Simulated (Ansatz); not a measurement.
# Lu (P6_3/mmc) in Ansatz: convergence with scf convergence dr2 threshold

Aim: find how far scf convergence dr2 threshold must go before the results for Lu settle, at PBE. This setting moves, with any that are tied to it; all else stays.

All numbers are computed with Ansatz 0.2.0; they aren't measurements. Logs are shortened: lines on timing, memory, paths and dates and some standing lists are left out, and cuts for length are marked.

**1. Starting point**

The structure is hexagonal, space group P6_3/mmc (No. 194). The conventional cell has a = 3.503 Å, b = 3.503 Å, c = 5.551 Å, α = 90.00°, β = 90.00°, γ = 120.00°. Lu (site symmetry -6m2) has 12 Lu at 3.43 to 3.50 Å as nearest neighbours.

**2. With scf convergence dr2 threshold 0.01**

File input.yaml:

```yaml
crystal:
  lattice:
    - [3.5031, 0.0, 0.0]
    - [-1.75155, 3.033773592, 0.0]
    - [0.0, 0.0, 5.5509]
  atoms:
    - { symbol: Lu, position: [0.6666666667, 0.3333333333, 0.75] }
    - { symbol: Lu, position: [0.3333333333, 0.6666666667, 0.25] }
hamiltonian:
  xc: pbe
  pseudopotentials: { kind: paw, source: jth }
kpoints:
  mp_grid: { grid: [7, 7, 4] }
scf:
  occupations: { method: cold, width: 0.05 }
  convergence: { dr2_threshold: 0.01 }
output:
  forces: true
  stress: true
  eigenvalues: true
```

Potentials or basis: JTH PAW.

The run is started by

```bash
$ ansatz run input.yaml --threads 2 --pin off --max-ram 5632MiB --backend cpu --events-out ev --progress --plain --runs-dir out
```

Run time: 17 s. Hardware: 2 threads of Intel Xeon at 2.50GHz (Skylake/Cascade Lake), shared host; peak memory 0.59 GiB.

What came out:

* Free energy: -29392.7919 eV
* Pressure: -1.2 GPa
* Band gap on the k mesh: none (metal or under the smearing width)

**3. With scf convergence dr2 threshold 0.001**

Edit input.yaml of step 2 so:

```diff
@@ -15,3 +15,3 @@
   occupations: { method: cold, width: 0.05 }
-  convergence: { dr2_threshold: 0.01 }
+  convergence: { dr2_threshold: 0.001 }
 output:
```

Potentials or basis: JTH PAW.

The run is started by

```bash
$ ansatz run input.yaml --threads 2 --pin off --max-ram 5632MiB --backend cpu --events-out ev --progress --plain --runs-dir out
```

It took 17 s on 2 threads of Intel Xeon at 2.50GHz (Skylake/Cascade Lake), shared host; peak memory 0.59 GiB.

What came out:

```
Free energy            : -29392.7922 eV
Pressure               : -1.2 GPa
Band gap on the k mesh : none (metal or under the smearing width)
```

**4. With scf convergence dr2 threshold 0.0001**

Edit input.yaml of step 3 so:

```diff
@@ -15,3 +15,3 @@
   occupations: { method: cold, width: 0.05 }
-  convergence: { dr2_threshold: 0.001 }
+  convergence: { dr2_threshold: 0.0001 }
 output:
```

The run is started by

```bash
$ ansatz run input.yaml --threads 2 --pin off --max-ram 5632MiB --backend cpu --events-out ev --progress --plain --runs-dir out
```

Run time: 17 s. Hardware: 2 threads of Intel Xeon at 2.50GHz (Skylake/Cascade Lake), shared host; peak memory 0.6 GiB.

What came out:

```
Free energy            : -29392.7922 eV
Pressure               : -1.2 GPa
Band gap on the k mesh : none (metal or under the smearing width)
```

**5. With scf convergence dr2 threshold 1e-05**

Edit input.yaml of step 4 so:

```diff
@@ -15,3 +15,3 @@
   occupations: { method: cold, width: 0.05 }
-  convergence: { dr2_threshold: 0.0001 }
+  convergence: { dr2_threshold: 1.0e-05 }
 output:
```

The run is started by

```bash
$ ansatz run input.yaml --threads 2 --pin off --max-ram 5632MiB --backend cpu --events-out ev --progress --plain --runs-dir out
```

It took 16 s on 2 threads of Intel Xeon at 2.50GHz (Skylake/Cascade Lake), shared host; peak memory 0.59 GiB.

What came out:

```
Free energy            : -29392.7922 eV
Pressure               : -1.2 GPa
Band gap on the k mesh : none (metal or under the smearing width)
```

**6. With scf convergence dr2 threshold 1e-06**

Edit input.yaml of step 5 so:

```diff
@@ -15,3 +15,3 @@
   occupations: { method: cold, width: 0.05 }
-  convergence: { dr2_threshold: 1.0e-05 }
+  convergence: { dr2_threshold: 1.0e-06 }
 output:
```

Potentials or basis: JTH PAW.

The run is started by

```bash
$ ansatz run input.yaml --threads 2 --pin off --max-ram 5632MiB --backend cpu --events-out ev --progress --plain --runs-dir out
```

Run time: 16 s. Hardware: 2 threads of Intel Xeon at 2.50GHz (Skylake/Cascade Lake), shared host; peak memory 0.59 GiB.

The run converged. Its results:

```
Free energy            : -29392.7922 eV
Pressure               : -1.2 GPa
Band gap on the k mesh : none (metal or under the smearing width)
```

**7. With scf convergence dr2 threshold 1e-07**

Edit input.yaml of step 6 so:

```diff
@@ -15,3 +15,3 @@
   occupations: { method: cold, width: 0.05 }
-  convergence: { dr2_threshold: 1.0e-06 }
+  convergence: { dr2_threshold: 1.0e-07 }
 output:
```

The run is started by

```bash
$ ansatz run input.yaml --threads 2 --pin off --max-ram 5632MiB --backend cpu --events-out ev --progress --plain --runs-dir out
```

It took 15 s on 2 threads of Intel Xeon at 2.50GHz (Skylake/Cascade Lake), shared host; peak memory 0.6 GiB.

Results (log left out):

- Free energy: -29392.7922 eV
- Pressure: -1.2 GPa
- Band gap on the k mesh: none (metal or under the smearing width)

**8. With scf convergence dr2 threshold 1e-09**

Edit input.yaml of step 7 so:

```diff
@@ -15,3 +15,3 @@
   occupations: { method: cold, width: 0.05 }
-  convergence: { dr2_threshold: 1.0e-07 }
+  convergence: { dr2_threshold: 1.0e-09 }
 output:
```

The run is started by

```bash
$ ansatz run input.yaml --threads 2 --pin off --max-ram 5632MiB --backend cpu --events-out ev --progress --plain --runs-dir out
```

Run time: 15 s. Hardware: 2 threads of Intel Xeon at 2.50GHz (Skylake/Cascade Lake), shared host; peak memory 0.6 GiB.

It converged, with:

```yaml
Free_energy: -29392.7922 eV
Pressure: -1.2 GPa
Band_gap_on_the_k_mesh: none (metal or under the smearing width)
```

**9. With scf convergence dr2 threshold 1e-11**

Edit input.yaml of step 8 so:

```diff
@@ -15,3 +15,3 @@
   occupations: { method: cold, width: 0.05 }
-  convergence: { dr2_threshold: 1.0e-09 }
+  convergence: { dr2_threshold: 1.0e-11 }
 output:
```

Potentials or basis: JTH PAW.

The run is started by

```bash
$ ansatz run input.yaml --threads 2 --pin off --max-ram 5632MiB --backend cpu --events-out ev --progress --plain --runs-dir out
```

Log:

```text
Warning: the checks of this Lu dataset prove no rule for summing its radial tables, as where they were carried onto another mesh than they were made on, and Gregory's rule is taken, under which a leading mesh point left out moves its sums only by what lay on the interval it spanned. That does not make them correct, and they differ from Quantum ESPRESSO's on this file; a re-export a fraction of a mesh step off can move them. hamiltonian.pseudopotentials.radial_quadrature: simpson_from_first_knot sums it by `pw.x`'s rule; on a PAW file no value gives `pw.x`'s numbers. What more to know: hamiltonian.pseudopotentials.radial_quadrature, in the input reference
Warning: RAYON_NUM_THREADS=2 ignored (pool sized by the plan → 2); use --threads N
Engine: ansatz 0.2.0, x86_64-unknown-linux-gnu
Pseudopotentials: kind: paw
Pseudopotential: Lu, paw, valence charge 25, recommended cutoff 1290 eV (normal), Lu.paw.azcp
Functional definition: PBE
  parameter kappa = 0.804
  parameter beta = 0.06672455060314922
  exchange = pbe_x(kappa = kappa, mu = beta*pi^2/3)
  correlation = pbe_c(beta = beta)
Crystal: 2 atoms, lattice volume = 58.993 Å³
Basis set: ecut = 1290 eV, 6195 PW (Γ), exchange–correlation on 90×90×144 points (8 copies of the dense FFT grid, shifted against one another)
Bands: 30, of which v1, the nominal top of the filled ones, is band 25 counted from 1 (24 counted from 0)
Symmetry: 24 space group operations
Space group: P63/mmc (ITA 194), of the structure as read, at distance tolerance 3.9e-5 Å
k-points: 24 of 196
Non-local potential: Lu, projectors of the file, l = 0: 2, l = 1: 2, l = 2: 2, l = 3: 2
PAW form: soft (Blöchl's): semilocal exchange-correlation on the pseudo side does not see the compensation charge
PAW one-centre angular grid: Lu, 590 points (default); XC on 64 Gauss nodes
Initial density: superposition of atomic densities (chi_scale 0.1, normalization cell)
Initial wavefunctions: pseudopotential atomic-orbital guess
Functional: x = pbe(κ = 0.804, μ = 0.2195149727645171), c = pbe(β = 0.06672455060314922)
SCF iter   1: F=—  HF=-29392.226148 eV  |F-HF|=—  |Δ(HF+E_count)|=         —  Δρ=3.52e-2  dr2=7.88e-1  ethr=3.10e-3  ⟨swp⟩=9.0  Hψ=4200  notcnv=0
preconditioner: auto → Resta (q_TF=auto, 2.654 Å⁻¹)  ε∞=10.0  [insulator: Δε(μ)=0.075 eV  Ē_g=10.952 eV  σ=0.050 eV  W_gap=0.87  n_scr=22 (ndim 8)  ℏωp=32.8 eV  f_vac=0.000  D(μ)=1.68/eV (n_scr^D=10)  ε∞_Penn≈10.0]
SCF iter   2: F=—  HF=-29392.543045 eV  |F-HF|=—  |Δ(HF+E_count)|=   3.17e-1  S|Δr|=    0.00e0  Δρ=1.49e-2  dr2=9.61e-2  ethr=1.58e-3  ⟨swp⟩=4.0  Hψ=1820  notcnv=0  defer=18
SCF iter   3: F=—  HF=-29392.720138 eV  |F-HF|=—  |Δ(HF+E_count)|=   1.77e-1  S|Δr|=    0.00e0  Δρ=1.17e-2  dr2=1.10e-1  ethr=1.92e-4  ⟨swp⟩=3.0  Hψ=1716  notcnv=0  defer=18
SCF iter   4: F=—  HF=-29392.794215 eV  |F-HF|=—  |Δ(HF+E_count)|=   7.41e-2  S|Δr|=    0.00e0  Δρ=3.92e-3  dr2=1.21e-2  ethr=1.92e-4  ⟨swp⟩=4.0  Hψ=1745  notcnv=0  defer=18
SCF iter   5: F=—  HF=-29392.792307 eV  |F-HF|=—  |Δ(HF+E_count)|=   1.91e-3  S|Δr|=    0.00e0  Δρ=1.54e-3  dr2=5.91e-4  ethr=2.42e-5  ⟨swp⟩=2.3  Hψ=1417  notcnv=0  defer=18
SCF iter   6: F=—  HF=-29392.792142 eV  |F-HF|=—  |Δ(HF+E_count)|=   1.65e-4  S|Δr|=    0.00e0  Δρ=4.92e-4  dr2=6.08e-5  ethr=1.18e-6  ⟨swp⟩=2.0  Hψ=1087  notcnv=0  defer=18
SCF iter   7: F=—  HF=-29392.792121 eV  |F-HF|=—  |Δ(HF+E_count)|=   2.04e-5  S|Δr|=    0.00e0  Δρ=8.92e-5  dr2=1.65e-6  ethr=1.22e-7  ⟨swp⟩=2.0  Hψ=1294  notcnv=0  defer=18
SCF iter   8: F=—  HF=-29392.792187 eV  |F-HF|=—  |Δ(HF+E_count)|=   6.51e-5  S|Δr|=    0.00e0  Δρ=1.38e-5  dr2=1.22e-7  ethr=3.30e-9  ⟨swp⟩=2.3  Hψ=1329  notcnv=0  defer=18
SCF iter   9: F=—  HF=-29392.792187 eV  |F-HF|=—  |Δ(HF+E_count)|=   9.29e-9  S|Δr|=    0.00e0  Δρ=2.85e-6  dr2=3.93e-9  ethr=2.45e-10  ⟨swp⟩=2.1  Hψ=799  notcnv=0  defer=18
SCF iter  10: F=—  HF=-29392.792187 eV  |F-HF|=—  |Δ(HF+E_count)|=   1.63e-9  S|Δr|=    0.00e0  Δρ=5.69e-7  dr2=1.27e-10  ethr=7.87e-12  ⟨swp⟩=2.6  Hψ=1037  notcnv=0  defer=18
SCF iter  11: F=-29392.792187 eV  HF=-29392.792187 eV  |F-HF|=3.64e-12  |Δ(HF+E_count)|=  3.64e-12  S|Δr|=    0.00e0  Δρ=9.90e-8  dr2=3.15e-12  ethr=1.00e-12  ⟨swp⟩=10.5  Hψ=4757  notcnv=0
SCF 1 converged in 11 iterations: F = -29392.792187 eV  dr2 = 3.15e-12
SCF converged after 11 iterations
Stability not checked: this state was not tested for a lower state beside it, because cold or Methfessel-Paxton smearing, or corrected tetrahedra, fill the levels in a way that the test cannot read (fill_not_monotonic; see scf.lower_state_search)
Free energy (F): -29392.792187 eV
Harris-Foulkes:  -29392.792187 eV  (|F-HF|=3.64e-12)
Internal energy: -29392.792515 eV  (E = F + TS)
E sigma→0 (E₀):  -29392.792296 eV
Entropy (-TS):   0.000329 eV (0.164 meV/atom)
Fermi energy:    16.160723 eV
--- Per-component energies (eV) ---
  E_band       = 115.940894
  E_kinetic    = 776.762743
  E_local      = -8473.873877  (includes V_loc(G=0)·N_el)
  E_nonlocal   = -3970.202336
  E_hartree    = 3692.781186
  E_xc         = -303.501733
  E_vxc        = -395.187642  (∫ρ·V_xc dr)
  E_paw        = -12703.287055  (= ΣΔE_a)
  E_vpaw       = 4792.879588  (= ΣTr[D̂ρ^β])
  E_aug_tail   = 0.000176  (compensation charges beyond the density's cutoff)
  E_ewald      = -8411.471619
  E_smearing   = 0.000329  (= −TS)
  E_closure    = 0.000000  (closes the sum)
  Σ components = -29392.792187   (vs F -29392.792187, Δ=0.00e0)
--- Forces (eV/Å), atoms counted from 1 ---
  atom   1  Lu     0.00000000     0.00000000    -0.00000000
  atom   2  Lu     0.00000000    -0.00000000     0.00000000
  max |Σ_I F_I| component: 9.25e-17 eV/Å
--- Stress (GPa, compression-positive) ---
       -0.775543      -0.000000       0.000000
       -0.000000      -0.775543      -0.000000
        0.000000      -0.000000      -2.052925
  P = ⅓ Tr σ = -1.2013 GPa (-12.013 kbar)
--- Band table (eV; the first three rows and the last of 24) ---
  k-point 0: bands = ["-40.0433", "-40.0119", "-10.9447", "-10.5489", "-10.5489", "-10.4741", "-10.4741", "-10.4405", "10.2065", "11.2723", "11.2742", "11.2803", "11.3086", "11.3086", "11.3182", "11.3182", "11.3246", "11.3246", "11.3352", "11.3601", "11.3601", "11.3712", "11.3749", "13.7861", "16.5700", "18.4200", "18.4200", "18.7090", "19.1188", "19.1188"]
  k-point 1: bands = ["-40.0387", "-40.0165", "-10.8739", "-10.5380", "-10.5380", "-10.5176", "-10.4851", "-10.4851", "10.6370", "11.2625", "11.2736", "11.2932", "11.2956", "11.2956", "11.3103", "11.3103", "11.3301", "11.3409", "11.3409", "11.3674", "11.3674", "11.3717", "11.3744", "13.1559", "16.6912", "18.2638", "18.2638", "18.2698", "18.7900", "18.7900"]
  k-point 2: bands = ["-40.0276", "-40.0276", "-10.6990", "-10.6990", "-10.5116", "-10.5116", "-10.5116", "-10.5116", "11.2627", "11.2627", "11.2952", "11.2952", "11.2952", "11.2952", "11.3148", "11.3148", "11.3632", "11.3632", "11.3632", "11.3632", "11.3730", "11.3730", "11.7891", "11.7891", "17.3575", "17.3575", "18.3425", "18.3425", "18.3425", "18.3425"]
  k-point 23: bands = ["-40.0104", "-40.0104", "-10.8571", "-10.8571", "-10.7123", "-10.7123", "-10.5359", "-10.5359", "11.2966", "11.2966", "11.3064", "11.3064", "11.3138", "11.3138", "11.3184", "11.3184", "11.3317", "11.3317", "11.3369", "11.3369", "11.3508", "11.3508", "15.0290", "15.0290", "16.1784", "16.1784", "16.6110", "16.6110", "19.4374", "19.4374"]
```

Wall time 17 s (2 threads of Intel Xeon at 2.50GHz (Skylake/Cascade Lake), shared host); peak memory 0.59 GiB.

What came out:

* Free energy: -29392.7922 eV
* Pressure: -1.2 GPa
* Band gap on the k mesh: none (metal or under the smearing width)

**10. Result**

| scf convergence dr2 threshold | energy less the tightest run, at zero smearing (meV/atom) | SCF cycles | CPU time (s) | peak memory (GiB) |
| --- | --- | --- | --- | --- |
| 0.01 | 0.14 | 5 | 22 | 0.59 |
| 0.001 | 0.02 | 6 | 21 | 0.59 |
| 0.0001 | 0.00 | 7 | 21 | 0.6 |
| 1e-05 | 0.00 | 7 | 22 | 0.59 |
| 1e-06 | 0.00 | 8 | 22 | 0.59 |
| 1e-07 | 0.00 | 9 | 22 | 0.6 |
| 1e-09 | 0.00 | 10 | 23 | 0.6 |
| 1e-11 | 0.00 | 11 | 25 | 0.59 |

Against the tightest run, the energy stays within 1 meV/atom from 0.01 on. The tightest run that finished is the yardstick and may itself not be fully converged.
